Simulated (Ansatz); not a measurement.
# Zn (P6_3/mmc) in Ansatz: notebook

Runs on Zn. Level: LDA. Tasks: single point, equation of state.

Everything below comes from runs of Ansatz 0.2.0. Logs are shortened: lines on timing, memory, paths and dates and some standing lists are left out, and cuts for length are marked.

## Step 1: The structure

The structure is hexagonal, space group P6_3/mmc (No. 194). The conventional cell has a = 2.670 Å, b = 2.670 Å, c = 4.966 Å, α = 90.00°, β = 90.00°, γ = 120.00°. Zn (site symmetry -6m2) is surrounded by 12 Zn at 2.67 to 2.92 Å.

## Step 2: Single point, LDA, 14.41 Å³/atom (volume scaled by 0.94)

Contents of input.yaml:

```yaml
crystal:
  lattice:
    - [2.6154949103, 0.0, 0.0]
    - [-1.3077474551, 2.2650850358, 0.0]
    - [0.0, 0.0, 4.8646246159]
  atoms:
    - { symbol: Zn, position: [0.6666666667, 0.3333333333, 0.75] }
    - { symbol: Zn, position: [0.3333333333, 0.6666666667, 0.25] }
hamiltonian:
  xc: lda
  pseudopotentials: { kind: paw }
kpoints:
  mp_grid: { grid: [11, 11, 6] }
scf:
  occupations: { method: fermi_dirac, width: 0.05 }
output:
  forces: true
  stress: true
  eigenvalues: true
```

Potentials or basis: Ansatz PAW.

Launch:

```bash
ansatz run input.yaml --threads 2 --pin off --max-ram 5632MiB --backend cpu --events-out ev --progress --plain --runs-dir out
```

What it wrote:

```text
Warning: RAYON_NUM_THREADS=2 ignored (pool sized by the plan → 2); use --threads N
Engine: ansatz 0.2.0, x86_64-unknown-linux-gnu
Pseudopotentials: kind: paw
Pseudopotential: Zn, paw, valence charge 12, recommended cutoff 420 eV (normal), Zn.paw.azcp
Functional definition: SPW92
  exchange = slater_x
  correlation = pw_c
Crystal: 2 atoms, lattice volume = 28.820 Å³
Basis set: ecut = 420 eV, 563 PW (Γ)
Bands: 16, of which v1, the nominal top of the filled ones, is band 12 counted from 1 (11 counted from 0)
Symmetry: 24 space group operations
Space group: P63/mmc (ITA 194), of the structure as read, at distance tolerance 3.1e-5 Å
k-points: 64 of 726
Non-local potential: Zn, projectors of the file, l = 0: 2, l = 1: 2, l = 2: 3, l = 3: 1
PAW form: soft (Blöchl's): semilocal exchange-correlation on the pseudo side does not see the compensation charge
PAW frozen core: Zn, regenerated for the run's functional, and the local potential with it (the file was generated under x = pbe(κ = 0.804, μ = 0.2195149727645171), c = pbe(β = 0.06672455060314922))
PAW one-centre angular grid: Zn, 590 points (default); XC on 64 Gauss nodes
Initial density: superposition of atomic densities (neutral atoms: chi_scale 0, normalization atom), corrected by the library's trained network
Initial wavefunctions: pseudopotential atomic-orbital guess
Functional: x = slater, c = lda
SCF iter   1: F=—  HF=-6492.472566 eV  |F-HF|=—  |Δ(HF+E_count)|=         —  Δρ=5.95e-3  dr2=3.53e-3  ethr=1.77e-3  ⟨swp⟩=5.3  Hψ=5051  notcnv=0
preconditioner: auto → none  [metal: Δε(μ)=0.072 eV  Ē_g=13.457 eV  σ=0.050 eV  W_gap=0.33  n_scr=4 (ndim 8)  ℏωp=33.9 eV  f_vac=0.000  D(μ)=0.58/eV (n_scr^D=2)  sad-step TF]
SCF iter   2: F=—  HF=-6492.472184 eV  |F-HF|=—  |Δ(HF+E_count)|=   3.82e-4  Δρ=1.66e-3  dr2=4.88e-4  ethr=1.47e-5  ⟨swp⟩=2.0  Hψ=2531  notcnv=0  defer=1
SCF iter   3: F=—  HF=-6492.472027 eV  |F-HF|=—  |Δ(HF+E_count)|=   1.57e-4  Δρ=1.49e-3  dr2=2.20e-4  ethr=2.03e-6  ⟨swp⟩=2.0  Hψ=1709  notcnv=0  defer=1
SCF iter   4: F=—  HF=-6492.472007 eV  |F-HF|=—  |Δ(HF+E_count)|=   1.91e-5  Δρ=5.54e-4  dr2=3.14e-5  ethr=9.17e-7  ⟨swp⟩=1.0  Hψ=1023  notcnv=0  defer=1
SCF iter   5: F=—  HF=-6492.472005 eV  |F-HF|=—  |Δ(HF+E_count)|=   2.13e-6  Δρ=1.17e-4  dr2=1.59e-6  ethr=1.31e-7  ⟨swp⟩=1.0  Hψ=1023  notcnv=0  defer=1
SCF iter   6: F=-6492.472005 eV  HF=-6492.472005 eV  |F-HF|=3.95e-10  |Δ(HF+E_count)|=   2.96e-8  Δρ=1.66e-5  dr2=3.39e-8  ethr=4.17e-10  ⟨swp⟩=3.9  Hψ=4248  notcnv=0
SCF 1 converged in 6 iterations: F = -6492.472005 eV  dr2 = 3.39e-8
SCF converged after 6 iterations
Free energy (F): -6492.472005 eV
Harris-Foulkes:  -6492.472005 eV  (|F-HF|=3.95e-10)
Internal energy: -6492.467398 eV  (E = F + TS)
E sigma→0 (E₀):  -6492.469702 eV
Entropy (-TS):   -0.004607 eV (-2.304 meV/atom)
Fermi energy:    11.321859 eV
--- Per-component energies (eV) ---
  E_band       = 103.061423
  E_kinetic    = 264.020815
  E_local      = -3012.341301  (includes V_loc(G=0)·N_el)
  E_nonlocal   = 1226.045771
  E_hartree    = 1259.716123
  E_xc         = -272.857866
  E_vxc        = -109.248811  (∫ρ·V_xc dr)
  E_paw        = -3505.762966  (= ΣΔE_a)
  E_vpaw       = -784.846747  (= ΣTr[D̂ρ^β])
  E_aug_tail   = -0.000749  (compensation charges beyond the density's cutoff)
  E_ewald      = -2454.401507
  E_core_change = 3.114283  (= ΣΔE_core)
  E_smearing   = -0.004607  (= −TS)
  E_closure    = -0.000000  (closes the sum)
  Σ components = -6492.472005   (vs F -6492.472005, Δ=0.00e0)
--- Forces (eV/Å), atoms counted from 1 ---
  atom   1  Zn     0.00000000     0.00000000    -0.00000000
  atom   2  Zn    -0.00000000    -0.00000000     0.00000000
  max |Σ_I F_I| component: 3.70e-17 eV/Å
--- Stress (GPa, compression-positive) ---
       -4.977299       0.000000       0.000000
        0.000000      -4.977299       0.000000
        0.000000       0.000000      -5.243676
  P = ⅓ Tr σ = -5.0661 GPa (-50.661 kbar)
--- Band table (eV; the first three rows and the last of 64) ---
  k-point 0: bands = ["0.6227", "2.5673", "3.3496", "3.6110", "3.6110", "3.6663", "3.6663", "4.0328", "4.0328", "4.2632", "4.2632", "7.5866", "8.3990", "25.3391", "29.1006", "29.4182"]
  k-point 1: bands = ["0.7960", "2.5434", "3.3532", "3.6089", "3.6089", "3.6582", "3.6582", "4.0541", "4.0541", "4.2523", "4.2523", "5.9498", "10.4195", "22.9118", "29.5909", "29.5909"]
  k-point 2: bands = ["1.2884", "2.4076", "3.3947", "3.6088", "3.6088", "3.6387", "3.6387", "4.1066", "4.1066", "4.2196", "4.2196", "4.4460", "13.1318", "19.4643", "30.0820", "30.0820"]
  k-point 63: bands = ["3.2625", "3.2625", "3.4146", "3.4146", "3.6485", "3.6485", "3.8975", "3.8975", "4.2582", "4.2582", "11.7386", "11.7386", "12.8677", "12.8677", "15.1182", "15.1182"]
```

It took 0.78 s on 2 threads of AMD EPYC 7R43 (Zen 3), shared host; peak memory 0.36 GiB.

What came out:

```
Free energy            : -6492.4720 eV
Pressure               : -5.1 GPa
Band gap on the k mesh : none (metal or under the smearing width)
```

Caveat: the PAW data sets come from PBE, with cores solved anew for the run's functional, which leaves a small shift of forces and pressure.

## Step 3: Single point, LDA, 14.72 Å³/atom (volume scaled by 0.96)

input.yaml, as its differences from that of step 2:

```diff
@@ -2,5 +2,5 @@
   lattice:
-    - [2.6154949103, 0.0, 0.0]
-    - [-1.3077474551, 2.2650850358, 0.0]
-    - [0.0, 0.0, 4.8646246159]
+    - [2.6339144954, 0.0, 0.0]
+    - [-1.3169572477, 2.2810368644, 0.0]
+    - [0.0, 0.0, 4.8988836645]
   atoms:
```

Potentials or basis: Ansatz PAW.

Launch:

```bash
ansatz run input.yaml --threads 2 --pin off --max-ram 5632MiB --backend cpu --events-out ev --progress --plain --runs-dir out
```

Wall time 0.81 s (2 threads of AMD EPYC 7R43 (Zen 3), shared host); peak memory 0.35 GiB.

It converged, with:

```yaml
Free_energy: -6492.4496 eV
Pressure: -6.6 GPa
Band_gap_on_the_k_mesh: none (metal or under the smearing width)
```

Caveat: the PAW data sets come from PBE, with cores solved anew for the run's functional, which leaves a small shift of forces and pressure.

## Step 4: Single point, LDA, 15.02 Å³/atom (volume scaled by 0.98)

input.yaml, as its differences from that of step 3:

```diff
@@ -2,5 +2,5 @@
   lattice:
-    - [2.6339144954, 0.0, 0.0]
-    - [-1.3169572477, 2.2810368644, 0.0]
-    - [0.0, 0.0, 4.8988836645]
+    - [2.652079997, 0.0, 0.0]
+    - [-1.3260399985, 2.2967686502, 0.0]
+    - [0.0, 0.0, 4.9326701367]
   atoms:
```

Launch:

```bash
ansatz run input.yaml --threads 2 --pin off --max-ram 5632MiB --backend cpu --events-out ev --progress --plain --runs-dir out
```

It took 0.8 s on 2 threads of AMD EPYC 7R43 (Zen 3), shared host; peak memory 0.34 GiB.

It converged, with:

| Item | Value |
| --- | --- |
| Free energy | -6492.4217 eV |
| Pressure | -7.9 GPa |
| Band gap on the k mesh | none (metal or under the smearing width) |

Caveat: the PAW data sets come from PBE, with cores solved anew for the run's functional, which leaves a small shift of forces and pressure.

## Step 5: Single point, LDA, 15.33 Å³/atom

input.yaml, as its differences from that of step 4:

```diff
@@ -2,5 +2,5 @@
   lattice:
-    - [2.652079997, 0.0, 0.0]
-    - [-1.3260399985, 2.2967686502, 0.0]
-    - [0.0, 0.0, 4.9326701367]
+    - [2.67, 0.0, 0.0]
+    - [-1.335, 2.3122878281, 0.0]
+    - [0.0, 0.0, 4.966]
   atoms:
@@ -19 +19,5 @@
   eigenvalues: true
+  write_density: true
+  write_potential: true
+  elf: true
+  volumetric_format: npy
```

Launch:

```bash
ansatz run input.yaml --threads 2 --pin off --max-ram 5632MiB --backend cpu --events-out ev --progress --plain --runs-dir out
```

It took 1.1 s on 2 threads of AMD EPYC 7R43 (Zen 3), shared host; peak memory 0.37 GiB.

It converged, with:

| Property | Result |
| --- | --- |
| Free energy | -6492.3891 eV |
| Pressure | -9.1 GPa |
| Band gap on the k mesh | none (metal or under the smearing width) |

Caveat: the PAW data sets come from PBE, with cores solved anew for the run's functional, which leaves a small shift of forces and pressure.

## Step 6: Single point, LDA, 15.64 Å³/atom (volume scaled by 1.02)

input.yaml, as its differences from that of step 5:

```diff
@@ -2,5 +2,5 @@
   lattice:
-    - [2.67, 0.0, 0.0]
-    - [-1.335, 2.3122878281, 0.0]
-    - [0.0, 0.0, 4.966]
+    - [2.6876826345, 0.0, 0.0]
+    - [-1.3438413173, 2.3276014388, 0.0]
+    - [0.0, 0.0, 4.9988883757]
   atoms:
```

Potentials or basis: Ansatz PAW.

Launch:

```bash
ansatz run input.yaml --threads 2 --pin off --max-ram 5632MiB --backend cpu --events-out ev --progress --plain --runs-dir out
```

Run time: 1.2 s. Hardware: 2 threads of AMD EPYC 7R43 (Zen 3), shared host; peak memory 0.37 GiB.

Results (log left out):

* Free energy: -6492.3525 eV
* Pressure: -10.1 GPa
* Band gap on the k mesh: none (metal or under the smearing width)

Caveat: the PAW data sets come from PBE, with cores solved anew for the run's functional, which leaves a small shift of forces and pressure.

## Step 7: Single point, LDA, 15.94 Å³/atom (volume scaled by 1.04)

input.yaml, as its differences from that of step 6:

```diff
@@ -2,5 +2,5 @@
   lattice:
-    - [2.6876826345, 0.0, 0.0]
-    - [-1.3438413173, 2.3276014388, 0.0]
-    - [0.0, 0.0, 4.9988883757]
+    - [2.7051356082, 0.0, 0.0]
+    - [-1.3525678041, 2.3427161574, 0.0]
+    - [0.0, 0.0, 5.0313495994]
   atoms:
```

Launch:

```bash
ansatz run input.yaml --threads 2 --pin off --max-ram 5632MiB --backend cpu --events-out ev --progress --plain --runs-dir out
```

Run time: 1.2 s. Hardware: 2 threads of AMD EPYC 7R43 (Zen 3), shared host; peak memory 0.35 GiB.

The run converged. Its results:

| Quantity | Value |
| --- | --- |
| Free energy | -6492.3123 eV |
| Pressure | -10.9 GPa |
| Band gap on the k mesh | none (metal or under the smearing width) |

Caveat: the PAW data sets come from PBE, with cores solved anew for the run's functional, which leaves a small shift of forces and pressure.

## Step 8: Single point, LDA, 16.25 Å³/atom (volume scaled by 1.06)

input.yaml, as its differences from that of step 7:

```diff
@@ -2,5 +2,5 @@
   lattice:
-    - [2.7051356082, 0.0, 0.0]
-    - [-1.3525678041, 2.3427161574, 0.0]
-    - [0.0, 0.0, 5.0313495994]
+    - [2.7223662359, 0.0, 0.0]
+    - [-1.3611831179, 2.3576383187, 0.0]
+    - [0.0, 0.0, 5.0633972761]
   atoms:
```

Launch:

```bash
ansatz run input.yaml --threads 2 --pin off --max-ram 5632MiB --backend cpu --events-out ev --progress --plain --runs-dir out
```

Wall time 1.1 s (2 threads of AMD EPYC 7R43 (Zen 3), shared host); peak memory 0.38 GiB.

The run converged. Its results:

* Free energy: -6492.2691 eV
* Pressure: -11.6 GPa
* Band gap on the k mesh: none (metal or under the smearing width)

Caveat: the PAW data sets come from PBE, with cores solved anew for the run's functional, which leaves a small shift of forces and pressure.

## Step 9: Equation of state, LDA

Potentials or basis: Ansatz PAW.

This step only gathers the single runs of the series.

Results:

- Equilibrium volume: 13.64 Å³/atom (rough: see the caveat)
- Bulk modulus at fixed shape and positions: 106 GPa (rough)

Energy against volume, from the lowest point:
```tsv
volume (Å³/atom)	energy (meV/atom)
14.410	0.00
14.716	11.19
15.023	25.13
15.330	41.44
15.636	59.78
15.943	79.87
16.249	101.44
```

Caveat: the minimum lies outside the volumes run; the cell was scaled at fixed shape and fractional positions, which overstates the stiffness of a crystal with free parameters, most of all of layers and chains.
